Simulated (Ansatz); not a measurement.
Task: a phonon calculation by linear response of CdO, space group Fm-3m, with the Ansatz DFT code, driven from Python. Give the script and its output. Level of theory: PBE, PAW, the default cutoff (420 eV here), 6×6×6 k-points, cold smearing of 0.01 eV.

```
Cd O
1.0
     0.00000    2.34950    2.34950
     2.34950    0.00000    2.34950
     2.34950    2.34950    0.00000
Cd O
1 1
Direct
  0.00000 0.00000 0.00000
  0.50000 0.50000 0.50000
```

Script `run_dfpt.py`:
```python
# -*- coding: utf-8 -*-
"""DFPT phonons of CdO."""

from pathlib import Path

import ansatz as az
import numpy as np

xtal = (
    az.Lattice.of([0.0, 2.3495, 2.3495], [2.3495, 0.0, 2.3495], [2.3495, 2.3495, 0.0])
    .atom("Cd", [0.0, 0.0, 0.0])
    .atom("O", [0.5, 0.5, 0.5])
)

base = (
    xtal.calculation()
    .functional("PBE")
    .occupations("cold", width=0.01)
    .kpoints(6, 6, 6)
    .phonons("dfpt", points=[(0, 0, 0), (0.5, 0.5, 0)])
)
done = base.run(threads=1, runs_dir="runs")
ph = done.phonons

for q in ph.qpoints:
    thz = np.asarray(q.omega_inv_cm) / 33.35641
    print("q = ({:.2f}, {:.2f}, {:.2f})".format(*q.q_frac), np.round(thz, 2) + 0.0, "THz")
```

```console
$ python run_dfpt.py
DeckWarning: basis.ecutwfc = 420 eV, auto-derived from the records' recommended cutoffs: set by Cd (normal level)
q = (0.00, 0.00, 0.00) [0.   0.   0.   7.91 7.91 7.91] THz
q = (0.50, 0.50, 0.00) [ 2.79  2.79  4.47  9.69  9.69 11.67] THz
```
(Warnings from the package without file and line.)

Notes:
- The cell isn't relaxed first, so the values belong to this volume.
- The mesh is modest for a metal, so energies can be off by several to tens of meV an atom and pressures by half a GPa or more; differences at equal mesh fare better.
- No non-analytic term is added, so at the zone centre the longitudinal optical modes of a polar crystal aren't split off.
- The starting cell is as deposited in a crystallographic database; the results hold for this polymorph, which needn't be the stable one.
- The structure is taken as given; imaginary modes can come from an unrelaxed or unstable start.
- It ran for 11 s on 1 thread of Arm Neoverse V2, with other jobs on the host, peak memory 0.46 GiB.

(A comment or docstring line of the script was reworded after the run, the code is as it ran; lines on the test bed's own set-up are left out of the output.)
